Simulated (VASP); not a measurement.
# InPd (Pm-3m) in VASP: further runs

The runs below take InPd through single point, with r2SCAN.

Program: VASP 6.6.1. These are calculated values, not measurements. Logs are shortened: lines on timing, memory, paths and dates and some standing lists are left out, and cuts for length are marked.

**1. Starting point**

Symmetry: Pm-3m, No. 221, cubic system. Conventional cell: a = 3.272 Å, b = 3.272 Å, c = 3.272 Å, α = 90.00°, β = 90.00°, γ = 90.00°. In (site symmetry m-3m) is surrounded by 8 Pd at 2.83 Å. Pd (site symmetry m-3m) has 8 In at 2.83 Å as nearest neighbours.

The cell comes from a database or a generator and needn't be the stable form of this composition.

**2. Single point, r2SCAN**

File INCAR:

```
  PREC = Accurate
  ENCUT = 400
  EDIFF = 1E-6
  ISMEAR = 0
  SIGMA = 0.15
  LREAL = F
  LASPH = T
  NELM = 100
  ALGO = Normal
  ISIF = 2
  LWAVE = F
  LCHARG = F
  METAGGA = R2SCAN
  LMIXTAU = T
  ADDGRID = F
```

File KPOINTS:

```
regular mesh
0
Gamma
  2 2 2
```

File POSCAR:

```
InPd
1.0
    3.2718847800      0.0000000000      0.0000000000
    0.0000000000      3.2718847800      0.0000000000
    0.0000000000      0.0000000000      3.2718847800
In Pd
1 1
Direct
    0.0000000000      0.0000000000      0.0000000000
    0.5000000000      0.5000000000      0.5000000000
```

Potentials or basis: VASP PAW PBE potentials, release 64 (In_d, Pd).

Launch:

```console
$ cat potpaw_PBE.64/In_d/POTCAR potpaw_PBE.64/Pd/POTCAR > POTCAR
$ mpirun -np 1 vasp_std > vasp.out
```

OUTCAR:

```text
PREC = Accurate
   ENCUT = 400
   EDIFF = 1E-6
   ISMEAR = 0
   LREAL = F
   LASPH = T
   NELM = 100
   ISIF = 2
   METAGGA = R2SCAN

 Found      4 irreducible k-points:

 Following reciprocal coordinates:
            Coordinates               Weight
  0.000000  0.000000  0.000000      1.000000
  0.500000  0.000000  0.000000      3.000000
  0.500000  0.500000  0.000000      3.000000
  0.500000  0.500000  0.500000      1.000000
   k-points           NKPTS =      4   k-points in BZ     NKDIM =      4   number of bands    NBANDS=     15
   number of dos      NEDOS =    301   number of ions     NIONS =      2
   total plane-waves  NPLWV =  13824
   dimension x,y,z NGX =    24 NGY =   24 NGZ =   24
   dimension x,y,z NGXF=    48 NGYF=   48 NGZF=   48
   ions per type =               1   1
   NGX,Y,Z   is equivalent  to a cutoff of  12.19, 12.19, 12.19 a.u.
   NGXF,Y,Z  is equivalent  to a cutoff of  24.39, 24.39, 24.39 a.u.
 SYSTEM =  unknown system
   PREC   = accura    normal or accurate (medium, high low for compatibility)
   ISTART =      0    job   : 0-new  1-cont  2-samecut
   ICHARG =      2    charge: 1-file 2-atom 10-const
   ISPIN  =      1    spin polarized calculation?
   LNONCOLLINEAR =      F non collinear calculations
   LSORBIT =      F    spin-orbit coupling
   LASPH  =      T    aspherical Exc in radial PAW
   ENCUT  =  400.0 eV  29.40 Ry    5.42 a.u.   5.34  5.34  5.34*2*pi/ulx,y,z
   NELM   =    100;   NELMIN=  2; NELMDL= -5     # of ELM steps
   EDIFF  = 0.1E-05   stopping-criterion for ELM
   LREAL  =      F    real-space projection
   EDIFFG = 0.1E-04   stopping-criterion for IOM
   NSW    =      0    number of steps for IOM
   IBRION =     -1    ionic relax: 0-MD 1-quasi-New 2-CG
   NFREE  =      0    steps in history (QN), initial steepest desc. (CG)
   ISIF   =      2    stress and relaxation
   ISYM   =      2    0-nonsym 1-usesym 2-fastsym
   POTIM  = 0.5000    time-step for ionic-motion
   TEBEG  =    0.0;   TEEND  =   0.0 temperature during run
   PSTRESS=    0.0 pullay stress
   NELECT =      23.0000    total number of electrons
   NUPDOWN=      -1.0000    fix difference up-down
   EMIN   =  10.00;   EMAX   =-10.00  energy-range for DOS
   EFERMI =   0.00;   METHOD = LEGACY
   ISMEAR =     0;   SIGMA  =   0.15  broadening in eV -4-tet -1-fermi 0-gaus
   EFERMI_NEDOS =   21; number of points for ismear=-14 and -15
   IALGO  =     38    algorithm
   IMIX   =      4    mixing-type and parameters
     AMIX     =   0.40;   BMIX     =  1.00
     AMIX_MAG =   1.60;   BMIX_MAG =  1.00
  volume/ion in A,a.u.               =      17.51       118.18
  Fermi-wavevector in a.u.,A,eV,Ry     =   1.422938  2.688964 27.548447  2.024754
  Thomas-Fermi vector in A             =   2.543589
   LORBIT       =      0    0 simple, 1 ext, 2 COOP (PROOUT), +10 PAW based schemes
   METAGGA = R2SCAN    functional components
   LHFCALC =     F    Hartree Fock is set to
   AEXX    =    0.0000 exact exchange contribution
   IVDW    =     0    specifies the selected vdW correction
   LEPSILON=     F    determine dielectric tensor
   LRPA    =     F    only Hartree local field effects (RPA)
 non-spin polarized calculation
 Gauss-broadening in eV      SIGMA  =   0.15
  energy-cutoff  :      400.00
  volume of cell :       35.03
 maximum number of plane-waves:       642
 NGX is ok and might be reduce to    24
   NGX = 11   NGY = 11   NGZ = 11

 number of electron      22.9999997 magnetization

 Free energy of the ion-electron system (eV)
  ---------------------------------------------------
  ext. energy  EPLUGINS =         0.00000000
  ---------------------------------------------------
  free energy    TOTEN  =       -46.72222278 eV

  energy without entropy =      -46.69329860  energy(sigma->0) =      -46.70776069

 E-fermi :   9.0187     XC(G=0): -13.2958

 val. band max:        8.9730092384   @ k =   0.5000   0.0000   0.0000
 cond. band min:      10.7376619386   @ k =   0.5000   0.5000   0.5000
 fundamental gap:      1.7646527002
 Fermi energy:         9.0186947676

 k-point     1 :       0.0000    0.0000    0.0000
  band No.  band energies     occupation
      1      -5.0963      2.00000
      2      -5.0963      2.00000
      3      -4.6740      2.00000
      4      -4.6740      2.00000
      5      -4.6740      2.00000
      6      -0.0688      2.00000
      7       6.1787      2.00000
      8       6.1787      2.00000
      9       7.7429      2.00000
     10       7.7429      2.00000
     11       7.7429      2.00000
     12      14.9114      0.00000
     13      14.9114      0.00000
     14      14.9114      0.00000
     15      20.5553      0.00000

 k-point     2 :       0.5000    0.0000    0.0000
  band No.  band energies     occupation
      1      -5.0335      2.00000
      2      -4.7854      2.00000
      3      -4.7854      2.00000
      4      -4.7282      2.00000
      5      -4.6400      2.00000
      6       3.6378      2.00000
      7       4.0620      2.00000
      8       6.2025      2.00000
      9       6.7587      2.00000
     10       6.7587      2.00000
     11       7.6695      2.00000
     12       8.9730      1.33333
     13      20.5000      0.00000
     14      20.5000      0.00000
     15      20.5706      0.00000

 k-point     3 :       0.5000    0.5000    0.0000
  band No.  band energies     occupation
      1      -5.0493      2.00000
      2      -4.8974      2.00000
      3      -4.8222      2.00000
      4      -4.8222      2.00000
      5      -4.4479      2.00000
      6       3.9461      2.00000
      7       6.5280      2.00000
      8       7.3238      2.00000
      9       7.3238      2.00000
     10       7.9479      2.00000
     11       7.9479      2.00000
     12       8.3021      2.00000
     13      11.8956      0.00000
     14      12.9126      0.00000
     15      20.5775      0.00000

 k-point     4 :       0.5000    0.5000    0.5000
  band No.  band energies     occupation
      1      -4.9607      2.00000
      2      -4.9607      2.00000
      3      -4.9607      2.00000
      4      -4.4391      2.00000
      5      -4.4391      2.00000
      6       5.1241      2.00000
      7       5.1241      2.00000
      8       5.1241      2.00000
      9       8.3435      2.00000
     10       8.3435      2.00000
     11      10.7377      0.00000
     12      14.3323      0.00000
     13      14.3323      0.00000
     14      14.3323      0.00000
     15      14.8635      0.00000

------------------------ aborting loop because EDIFF is reached ----------------------------------------

  FORCE on cell =-STRESS in cart. coord.  units (eV):
  Direction    XX          YY          ZZ          XY          YZ          ZX
  --------------------------------------------------------------------------------------
  -------------------------------------------------------------------------------------
  Total       -0.8601574     -0.8601574     -0.8601574      0.0000000      0.0000000     -0.0000000
  in kB      -39.3454512    -39.3454512    -39.3454512      0.0000000      0.0000000     -0.0000000
  external PRESSURE =     -39.3454512 kB  Pullay stress =       0.0000000 kB

 VOLUME and BASIS-vectors are now :
 -----------------------------------------------------------------------------
  energy-cutoff  :      400.00
  volume of cell :       35.03
      direct lattice vectors                 reciprocal lattice vectors
     3.271884780  0.000000000  0.000000000     0.305634234  0.000000000  0.000000000
     0.000000000  3.271884780  0.000000000     0.000000000  0.305634234  0.000000000
     0.000000000  0.000000000  3.271884780     0.000000000  0.000000000  0.305634234

 POSITION                                       TOTAL-FORCE (eV/Angst)
 -----------------------------------------------------------------------------------
      0.00000      0.00000      0.00000         0.000000      0.000000      0.000000
      1.63594      1.63594      1.63594         0.000000      0.000000      0.000000
 -----------------------------------------------------------------------------------
    total drift:                                0.000000      0.000000     -0.000000

  FREE ENERGIE OF THE ION-ELECTRON SYSTEM (eV)
  ---------------------------------------------------
  free  energy   TOTEN  =       -46.7222227813 eV

  energy  without entropy=      -46.6932985963  energy(sigma->0) =      -46.70776069
```

Run time: 8.2 s. Hardware: 1 thread of Intel Xeon 6975P-C (Granite Rapids), shared host; peak memory 0.14 GiB.

These settings aren't checked as converged: the numbers below hold their error.

What came out:

| Quantity | Value |
| --- | --- |
| Free energy | -46.7222 eV |
| Pressure | -3.9 GPa |
| Band gap on the k mesh | none (metal or under the smearing width) |

Caveat: the k mesh is coarse (spacing up to 0.96 Å⁻¹), so the values aren't converged; the PAW data sets were made with another functional, which shifts forces and pressure a little.

**3. Single point, r2SCAN**

INCAR is that of step 2.

KPOINTS is that of step 2.

File POSCAR:

```
InPd
1.0
    3.2718847800      0.0000000000      0.0000000000
    0.0000000000      3.2718847800      0.0000000000
    0.0000000000      0.0000000000      3.2718847800
In Pd
1 1
Direct
    0.0076950000     -0.0345290000      0.0307480000
    0.5133770000      0.5169540000      0.5028010000
```

Potentials or basis: VASP PAW PBE potentials, release 64 (In_d, Pd).

Launch:

```console
$ cat potpaw_PBE.64/In_d/POTCAR potpaw_PBE.64/Pd/POTCAR > POTCAR
$ mpirun -np 1 vasp_std > vasp.out
```

It took 9.7 s on 1 thread of Intel Xeon 6975P-C (Granite Rapids), shared host; peak memory 0.14 GiB.

These settings aren't checked as converged: the numbers below hold their error.

What came out:

| Item | Value |
| --- | --- |
| Free energy | -46.6247 eV |
| Pressure | -1.8 GPa |
| Largest force | 1.039 eV/Å |
| Band gap on the k mesh | none (metal or under the smearing width) |

Caveat: the k mesh is coarse (spacing up to 0.96 Å⁻¹), so the values aren't converged; the PAW data sets were made with another functional, which shifts forces and pressure a little.

**4. Single point, r2SCAN**

INCAR: that of step 3 with these lines changed.

```diff
@@ -1,3 +1,3 @@
   PREC = Accurate
-  ENCUT = 400
+  ENCUT = 200
   EDIFF = 1E-6
```

File KPOINTS:

```
regular mesh
0
Gamma
  3 3 3
```

File POSCAR:

```
InPd
1.0
    3.2718847800      0.0000000000      0.0000000000
    0.0000000000      3.2718847800      0.0000000000
    0.0000000000      0.0000000000      3.2718847800
In Pd
1 1
Direct
    0.0000000000      0.0000000000      0.0000000000
    0.5000000000      0.5000000000      0.5000000000
```

Potentials or basis: VASP PAW PBE potentials, release 64 (In_d, Pd).

Launch:

```console
$ cat potpaw_PBE.64/In_d/POTCAR potpaw_PBE.64/Pd/POTCAR > POTCAR
$ mpirun -np 1 vasp_std > vasp.out
```

OUTCAR:

```text
PREC = Accurate
   ENCUT = 200
   EDIFF = 1E-6
   ISMEAR = 0
   LREAL = F
   LASPH = T
   NELM = 100
   ISIF = 2
   METAGGA = R2SCAN

 Found      4 irreducible k-points:

 Following reciprocal coordinates:
            Coordinates               Weight
  0.000000  0.000000  0.000000      1.000000
  0.333333  0.000000  0.000000      6.000000
  0.333333  0.333333  0.000000     12.000000
  0.333333  0.333333  0.333333      8.000000
   k-points           NKPTS =      4   k-points in BZ     NKDIM =      4   number of bands    NBANDS=     15
   number of dos      NEDOS =    301   number of ions     NIONS =      2
   total plane-waves  NPLWV =   4096
   dimension x,y,z NGX =    16 NGY =   16 NGZ =   16
   dimension x,y,z NGXF=    32 NGYF=   32 NGZF=   32
   ions per type =               1   1
   NGX,Y,Z   is equivalent  to a cutoff of   8.13,  8.13,  8.13 a.u.
   NGXF,Y,Z  is equivalent  to a cutoff of  16.26, 16.26, 16.26 a.u.
 SYSTEM =  unknown system
   PREC   = accura    normal or accurate (medium, high low for compatibility)
   ISTART =      0    job   : 0-new  1-cont  2-samecut
   ICHARG =      2    charge: 1-file 2-atom 10-const
   ISPIN  =      1    spin polarized calculation?
   LNONCOLLINEAR =      F non collinear calculations
   LSORBIT =      F    spin-orbit coupling
   LASPH  =      T    aspherical Exc in radial PAW
   ENCUT  =  200.0 eV  14.70 Ry    3.83 a.u.   3.77  3.77  3.77*2*pi/ulx,y,z
   NELM   =    100;   NELMIN=  2; NELMDL= -5     # of ELM steps
   EDIFF  = 0.1E-05   stopping-criterion for ELM
   LREAL  =      F    real-space projection
   EDIFFG = 0.1E-04   stopping-criterion for IOM
   NSW    =      0    number of steps for IOM
   IBRION =     -1    ionic relax: 0-MD 1-quasi-New 2-CG
   NFREE  =      0    steps in history (QN), initial steepest desc. (CG)
   ISIF   =      2    stress and relaxation
   ISYM   =      2    0-nonsym 1-usesym 2-fastsym
   POTIM  = 0.5000    time-step for ionic-motion
   TEBEG  =    0.0;   TEEND  =   0.0 temperature during run
   PSTRESS=    0.0 pullay stress
   NELECT =      23.0000    total number of electrons
   NUPDOWN=      -1.0000    fix difference up-down
   EMIN   =  10.00;   EMAX   =-10.00  energy-range for DOS
   EFERMI =   0.00;   METHOD = LEGACY
   ISMEAR =     0;   SIGMA  =   0.15  broadening in eV -4-tet -1-fermi 0-gaus
   EFERMI_NEDOS =   21; number of points for ismear=-14 and -15
   IALGO  =     38    algorithm
[... 17 lines left out ...]
 maximum number of plane-waves:       251
 NGX is ok and might be reduce to    16
   NGX =  7   NGY =  7   NGZ =  7

 number of electron      22.9999921 magnetization

 Free energy of the ion-electron system (eV)
  ---------------------------------------------------
  ext. energy  EPLUGINS =         0.00000000
  ---------------------------------------------------
  free energy    TOTEN  =       -46.15671693 eV

  energy without entropy =      -46.12096602  energy(sigma->0) =      -46.13884148

 E-fermi :  10.2958     XC(G=0): -13.2399

 val. band max:       10.2620348504   @ k =   0.3333   0.3333   0.0000
 cond. band min:      12.4539204273   @ k =   0.3333   0.3333   0.0000
 fundamental gap:      2.1918855769
 Fermi energy:        10.2958316773

 k-point     1 :       0.0000    0.0000    0.0000
  band No.  band energies     occupation
      1      -5.2499      2.00000
      2      -5.2499      2.00000
      3      -4.8422      2.00000
      4      -4.8422      2.00000
      5      -4.8422      2.00000
      6      -0.0261      2.00000
      7       6.1832      2.00000
      8       6.1832      2.00000
      9       7.7296      2.00000
     10       7.7296      2.00000
     11       7.7296      2.00000
     12      14.9362      0.00000
     13      14.9362      0.00000
     14      14.9362      0.00000
[... 41 lines left out ...]
      2      -5.0007      2.00000
      3      -5.0007      2.00000
      4      -4.7469      2.00000
      5      -4.7469      2.00000
      6       4.0316      2.00000
      7       5.8950      2.00000
      8       5.8950      2.00000
      9       7.6680      2.00000
     10       7.6680      2.00000
     11       8.6100      2.00000
     12      12.6139      0.00000
     13      13.0950      0.00000
     14      13.0950      0.00000
     15      17.6084      0.00000

------------------------ aborting loop because EDIFF is reached ----------------------------------------

  FORCE on cell =-STRESS in cart. coord.  units (eV):
  Direction    XX          YY          ZZ          XY          YZ          ZX
  --------------------------------------------------------------------------------------
  -------------------------------------------------------------------------------------
  Total       -9.6499791     -9.6499791     -9.6499791     -0.0000000     -0.0000000      0.0000000
  in kB     -441.4107968   -441.4107968   -441.4107968     -0.0000000     -0.0000000      0.0000000
  external PRESSURE =    -441.4107968 kB  Pullay stress =       0.0000000 kB

 VOLUME and BASIS-vectors are now :
 -----------------------------------------------------------------------------
  energy-cutoff  :      200.00
  volume of cell :       35.03
      direct lattice vectors                 reciprocal lattice vectors
     3.271884780  0.000000000  0.000000000     0.305634234  0.000000000  0.000000000
     0.000000000  3.271884780  0.000000000     0.000000000  0.305634234  0.000000000
     0.000000000  0.000000000  3.271884780     0.000000000  0.000000000  0.305634234

 POSITION                                       TOTAL-FORCE (eV/Angst)
 -----------------------------------------------------------------------------------
      0.00000      0.00000      0.00000         0.000000      0.000000      0.000000
      1.63594      1.63594      1.63594         0.000000      0.000000      0.000000
 -----------------------------------------------------------------------------------
    total drift:                                0.000000      0.000000      0.000000

  FREE ENERGIE OF THE ION-ELECTRON SYSTEM (eV)
  ---------------------------------------------------
  free  energy   TOTEN  =       -46.1567169268 eV

  energy  without entropy=      -46.1209660249  energy(sigma->0) =      -46.13884148
```

OSZICAR:

```text
N       E                     dE             d eps       ncg     rms          rms(c)
DAV:   1     0.602307362652E+02    0.60231E+02   -0.69266E+03   120   0.908E+02
DAV:   2    -0.490971884888E+02   -0.10933E+03   -0.10805E+03   134   0.266E+02
DAV:   3    -0.519320987065E+02   -0.28349E+01   -0.28293E+01   148   0.461E+01
DAV:   4    -0.519662506935E+02   -0.34152E-01   -0.34150E-01   157   0.483E+00
DAV:   5    -0.519668718405E+02   -0.62115E-03   -0.62114E-03   155   0.604E-01    0.101E+01
DAV:   6    -0.462600783596E+02    0.57068E+01   -0.65757E+00   127   0.321E+01    0.278E+00
DAV:   7    -0.461301172012E+02    0.12996E+00   -0.61367E-01   127   0.785E+00    0.205E+00
DAV:   8    -0.461417057473E+02   -0.11589E-01   -0.11269E-01   127   0.328E+00    0.111E+00
DAV:   9    -0.461366522550E+02    0.50535E-02   -0.11569E-01   120   0.359E+00    0.284E-01
DAV:  10    -0.461526028293E+02   -0.15951E-01   -0.39709E-02   120   0.234E+00    0.189E-01
DAV:  11    -0.461566877514E+02   -0.40849E-02   -0.26138E-03   134   0.606E-01    0.686E-02
DAV:  12    -0.461563496904E+02    0.33806E-03   -0.28872E-04   148   0.189E-01    0.436E-02
DAV:  13    -0.461566819293E+02   -0.33224E-03   -0.28498E-04   141   0.161E-01    0.370E-02
DAV:  14    -0.461566532517E+02    0.28678E-04   -0.19733E-05   141   0.586E-02    0.259E-02
DAV:  15    -0.461567159995E+02   -0.62748E-04   -0.31946E-05   120   0.676E-02    0.555E-03
DAV:  16    -0.461567169268E+02   -0.92727E-06   -0.21700E-06   109   0.193E-02
   1 F= -.46156717E+02 E0= -.46138841E+02  d E =-.357509E-01
```

stdout:

```text
POSCAR found type information on POSCAR InPd
 POSCAR found :  2 types and       2 ions
 scaLAPACK will be used
 -----------------------------------------------------------------------------
|                                                                             |
|                                                                             |
|     You enforced a specific xc type in the INCAR file but a different       |
|     I HOPE YOU KNOW WHAT YOU ARE DOING!                                     |
|                                                                             |
 -----------------------------------------------------------------------------

 LDA part: xc-table for (None), standard interpolation
 POSCAR, INCAR and KPOINTS ok, starting setup
 FFT: planning ... GRIDC
 FFT: planning ... GRID_SOFT
 FFT: planning ... GRID
 WAVECAR not read
 entering main loop
```

Wall time 6.3 s (1 thread of Intel Xeon 6975P-C (Granite Rapids), shared host); peak memory 0.11 GiB.

The run converged, but a check on its numbers failed (symmetry, net force, bounds or a known fault of this set-up), so they aren't taken as properties of the crystal.

Caveat: the k mesh is coarse (spacing up to 0.64 Å⁻¹), so the values aren't converged; the cutoff lies under the usual one of these potentials, so the numbers hold a large basis-set error; a pressure of tens of GPa on the cell as given is suspect, and the run, the potentials or the cell itself is likely at fault; the PAW data sets were made with another functional, which shifts forces and pressure a little.

**5. For comparison**

An earlier run on the cell as given: functional PBE; potentials or basis VASP PAW PBE potentials, release 64 (In_d, Pd); cutoff 520 eV; k mesh 8 × 8 × 8; occupations fermi-dirac, width 0.05 eV; no spin polarisation.

- Pressure: 3.7 GPa
- Band gap on the k mesh: none (metal or under the smearing width)
